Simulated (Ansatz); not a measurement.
# Ge: relaxation of cell and atoms with PBE

Ge:

```
CELL_PARAMETERS angstrom
0.00000 2.82891 2.82891
2.82891 0.00000 2.82891
2.82891 2.82891 0.00000
ATOMIC_POSITIONS crystal
Ge 0.75000 0.75000 0.75000
Ge 0.50000 0.50000 0.50000
```

* Program: Ansatz 0.2.0
* Task: relaxation of cell and atoms
* Functional: PBE
* Potentials or basis: Ansatz PAW
* Cutoff: 420 eV (not typed: the program's choice for these potentials)
* k mesh: 8 × 8 × 8
* Occupations: fermi-dirac, width 0.05 eV
* Spin: no spin polarisation
* Target pressure: 10 GPa
* Target pressure (GPa): 10

```
Relaxed volume                                         : 21.07 Å³/atom
Relaxed cell                                           : a = 3.906 Å, b = 3.906 Å, c = 3.906 Å, α = 60.00°, β = 60.00°, γ = 60.00°
Space group after relaxing (to 0.05 Å)                 : Fd-3m (No. 227)
Energy change on relaxing (the enthalpy is what falls) : +64.4 meV/atom
Ionic steps                                            : 5
Pressure after relaxing                                : 10.0 GPa
Band gap on the k mesh                                 : 0.41 eV, indirect (least direct gap 0.70 eV)
```

The path:
| step | energy change (eV) | largest force (eV/Å) | volume (Å³) |
| --- | --- | --- | --- |
| 1 | 0.0000 | 0.0000 | 45.28 |
| 2 | 0.1404 | 0.0000 | 41.96 |
| 3 | 0.1266 | 0.0000 | 42.17 |
| 4 | 0.1282 | 0.0000 | 42.15 |
| 5 | 0.1288 | 0.0000 | 42.15 |

Final structure:
```xyz
2
Lattice="0.0000 2.7622 2.7622 2.7622 0.0000 2.7622 2.7622 2.7622 0.0000" Properties=species:S:1:pos:R:3 pbc="T T T"
Ge    4.1432    4.1432    4.1432
Ge    2.7622    2.7622    2.7622
```

Levels at points of the mesh, in eV from the valence-band top:
```csv
k point,band 11,band 12,band 13,band 14,band 15,band 16,band 17,band 18
"(0.00, 0.00, 0.00)",-13.34,0.00,0.00,0.00,0.70,2.57,2.57,2.57
"(0.00, 0.00, -0.50)",-11.07,-7.96,-1.52,-1.52,0.41,3.77,3.77,7.15
"(0.00, -0.50, -0.50)",-9.17,-9.17,-3.34,-3.34,0.65,0.65,10.11,10.11
```

Run time: 4.1 s on 2 threads of Arm Neoverse V1 (shared host), peak memory 0.28 GiB.

Caveat: the plane-wave basis is chosen anew once the cell has moved, so the energies of steps on either side of that aren't comparable. PBE gaps usually lie below the measured ones, often by a third to a half.
